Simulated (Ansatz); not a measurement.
**In2O3 under strain — ¹⁷O NMR of the central transition**

Cell: a COD entry, relaxed with PBE at fixed cell and then changed (z compressed by 2 %, ions relaxed).

```
CELL_PARAMETERS angstrom
2.74350 1.58396 4.73993
-2.74350 1.58396 4.73993
0.00000 -3.16792 4.73993
ATOMIC_POSITIONS crystal
In 0.35917 0.35917 0.35917
In 0.14083 0.14083 0.14083
In 0.64083 0.64083 0.64083
In 0.85917 0.85917 0.85917
O 0.54523 0.95477 0.25000
O 0.25000 0.54523 0.95477
O 0.95477 0.25000 0.54523
O 0.45477 0.04523 0.75000
O 0.75000 0.45477 0.04523
O 0.04523 0.75000 0.45477
```

Sites (sets of like atoms) are named by element and the number of their first atom in this list.

The numbers come from a DFT calculation in Ansatz (PBE, plane waves and PAW, scalar-relativistic, 420 eV cutoff, Γ-centred 7×7×7 k-points, Fermi–Dirac smearing 0.02 eV).

¹⁷O has I = 5/2 and Q = -25.58 mb (Pyykkö 2018); at 21.1 T its Larmor frequency is ν₀ = 121.8 MHz. Only the quadrupole interaction is simulated: positions count from each site's isotropic chemical shift, and J coupling is left out, as are shift anisotropy and dipolar coupling, which fast spinning averages.

(1) What does the ¹⁷O spectrum (fast magic-angle spinning) show for each site?

Results:

(1) 

```csv
site,first shell,C_Q (MHz),η,P_Q (MHz),δ_QIS (ppm),breadth (kHz)
O,4 In at 2.11–2.24 Å,2.65,0.46,2.74,-3.03,0.857
```

δ_QIS = −(ν_Q²/30ν₀²)[I(I+1) − 3/4](1 + η²/3) × 10⁶ ppm with ν_Q = 3|C_Q|/[2I(2I−1)]; it falls as 1/B₀² in ppm, and the breadth as 1/B₀ in kHz.

Without spin–orbit coupling (the program notes it for In) the gradients are little affected as a rule: paired runs on crystals with a gap mostly move them by under 2 % at such atoms. At this changed cell the PBE pressure is 12 GPa.

The relaxation (4 steps) took 14 s of wall time (53 s of CPU time) and 0.64 GiB at its peak, on 4 threads of Arm Neoverse V2 (aarch64; 8 cores open to the job, memory cap 8.0 GiB, no GPU), a shared host with a load of 0.6 a core.
